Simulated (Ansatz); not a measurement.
Space group Pm-3m (No. 221). a = 3.506 Å, b = 3.506 Å, c = 3.506 Å, α = 90.00°, β = 90.00°, γ = 90.00°
```json
{"atom": "Si", "site": "1a", "symmetry": "m-3m", "x": "0.0000", "y": "0.0000", "z": "0.0000"}
{"atom": "Ni", "site": "3c", "symmetry": "4/mm.m", "x": "0.0000", "y": "0.5000", "z": "0.5000"}
```

Equation of state of this SiNi3 structure (not necessarily the ground state), with shape and atoms relaxed at each volume where symmetry leaves them free. It has no gap at any of these volumes. The calculation used Ansatz 0.2.0, DFT PBE, scalar-relativistic, plane waves, PAW.

Cutoff 420 eV; k points 12×12×12 on the computed 4-atom cell (Γ-centred); Gaussian smearing, width 0.10 eV; no spin polarisation.

```csv
V (Å³/atom),E − E(largest V) (meV/atom),P (GPa)
9.483,72.13,36.94
9.807,9.82,25.19
10.130,-30.73,15.32
10.453,-52.98,7.01
10.776,-59.82,0.01
11.100,-53.70,-5.88
11.423,-36.68,-10.82
11.854,0.00,-16.20
```

Fit a third-order Birch–Murnaghan equation to E(V).

V0 = 10.78 Å³/atom, B0 = 213 GPa, B0' = 4.7.